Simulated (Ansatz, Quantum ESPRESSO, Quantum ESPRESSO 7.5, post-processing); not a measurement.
# Band offsets of the AlP/MgS(110) superlattice, 5 + 5 layers, a = 5.493 Å

How do the band edges meet in the AlP/MgS(110) superlattice, 5 + 5 layers, a = 5.493 Å?

Main program and level: Quantum ESPRESSO 7.5; plane-wave DFT, LDA, GBRV ultrasoft pseudopotentials (cross-check by Ansatz 0.2.0 with PAW datasets).

### Step 1. The starting structure

The cell holds 20 atoms: 5 Al, 5 P, 5 Mg and 5 S. Its edges and angles: a = 5.493 Å, b = 3.884 Å, c = 19.421 Å, α = 90.0°, β = 90.0°, γ = 90.0°. Regions: AlP, 10 atoms (5 Al and 5 P); MgS, 10 atoms (5 Mg and 5 S). The structure's axis is c.

### Step 2. The superlattice in Ansatz, atoms held

The atoms stay on the ideal cubic sites, so that each half of the superlattice is the very crystal whose bulk edges are computed below.

The input, input.yaml:

```yaml
crystal:
  lattice:
    - [5.493, 0.0, 0.0]
    - [0.0, 3.8841375491, 0.0]
    - [0.0, 0.0, 19.4206877453]
  atoms:
    - { symbol: Al, position: [0.0, 0.0, 0.0] }
    - { symbol: P, position: [0.25, 0.5, 0.0] }
    - { symbol: Al, position: [0.5, 0.5, 0.1] }
    - { symbol: P, position: [0.75, 0.0, 0.1] }
    - { symbol: Al, position: [0.0, 0.0, 0.2] }
    - { symbol: P, position: [0.25, 0.5, 0.2] }
    - { symbol: Al, position: [0.5, 0.5, 0.3] }
    - { symbol: P, position: [0.75, 0.0, 0.3] }
    - { symbol: Al, position: [0.0, 0.0, 0.4] }
    - { symbol: P, position: [0.25, 0.5, 0.4] }
    - { symbol: Mg, position: [0.5, 0.5, 0.5] }
    - { symbol: S, position: [0.75, 0.0, 0.5] }
    - { symbol: Mg, position: [0.0, 0.0, 0.6] }
    - { symbol: S, position: [0.25, 0.5, 0.6] }
    - { symbol: Mg, position: [0.5, 0.5, 0.7] }
    - { symbol: S, position: [0.75, 0.0, 0.7] }
    - { symbol: Mg, position: [0.0, 0.0, 0.8] }
    - { symbol: S, position: [0.25, 0.5, 0.8] }
    - { symbol: Mg, position: [0.5, 0.5, 0.9] }
    - { symbol: S, position: [0.75, 0.0, 0.9] }
kpoints:
  mp_grid: { grid: [6, 8, 1] }
hamiltonian:
  xc: lda
scf:
  occupations: { method: fermi_dirac, width: 0.02 }
  convergence: { dr2_threshold: 1.0e-08 }
output:
  eigenvalues: true
  write_potential: true
  write_density: true
  volumetric_format: npy
checkpoint:
  write: relax.run
  compress: false
  write_wavefunctions: false
```

Started as:

```
$ ansatz run input.yaml --threads 4 --pin off --max-ram 8192MiB --backend cpu --events-out ev --progress --plain --runs-dir out
```

The runs that follow: SCF with pw.x of bulk AlP; band structure of bulk AlP; potential by pp.x of bulk AlP; macroscopic average of bulk AlP; ground state of bulk MgS; band structure of bulk MgS; electrostatic potential of bulk MgS; planar and running averages of bulk MgS; ground state of the superlattice; potential by pp.x of the superlattice; macroscopic average of the superlattice; projections on atomic orbitals; the line-up; cross-check with Ansatz of bulk AlP; cross-check with Ansatz of bulk MgS; offsets by Ansatz's align-bands; all levels side by side; ground state of bulk MgS, with degauss = 0.05. Settings of the main run: cutoff 40 Ry, smearing, fd smearing, smearing width 0.002 Ry, SCF threshold 1.00e-7 Ry, gbrv-lda-1.5 potentials, 6×8×1 k-mesh, mpi ranks 4, pools 2, omp threads 1.

**Question.** What will these runs give for the valence top of MgS less that of AlP and conduction bottom of MgS less that of AlP?

The valence top of MgS lies 1.67 eV below that of AlP, and its conduction bottom 0.42 eV above (LDA, GBRV ultrasoft). At this level the alignment is straddling (type I): one gap lies inside the other. The conduction bottom lies at X in AlP and at X in MgS.

| Property | Result |
| --- | --- |
| valence top of MgS less that of AlP | -1.67 eV |
| conduction bottom of MgS less that of AlP | 0.42 eV |
| gap of bulk AlP along the path | 1.48 eV |
| gap of bulk MgS along the path | 3.57 eV |

The atoms are held on ideal sites, so the interface is not relaxed. The thickness of the layers was not varied. Quantum ESPRESSO and Ansatz give -1.67 and -1.66 eV for the valence offset, which agree. Both crystals are held cubic at a = 5.493 Å, a typed value between or near their lattice constants, which no run here tested; a real film grown on one of them would be clamped in the plane and relax along the normal. Semilocal gaps are too small and can put the valleys in the wrong order, which spoils the conduction offset more than the valence offset.

[Logs are printed without paths, hosts, clocks, repeated set-up lines and the standing remarks that a program may print on its own settings, such as how far it seeks lower states.]

[Hosts, paths, dates, database ids (printed as entryN), source tags and the programs' standing remarks are cut or masked in the printed files.]

[Maps of the electrostatic potential energy from Ansatz leave out the sawtooth potential of an applied field or a dipole correction, so their vacuum need not be flat; planar profiles and work functions include it.]
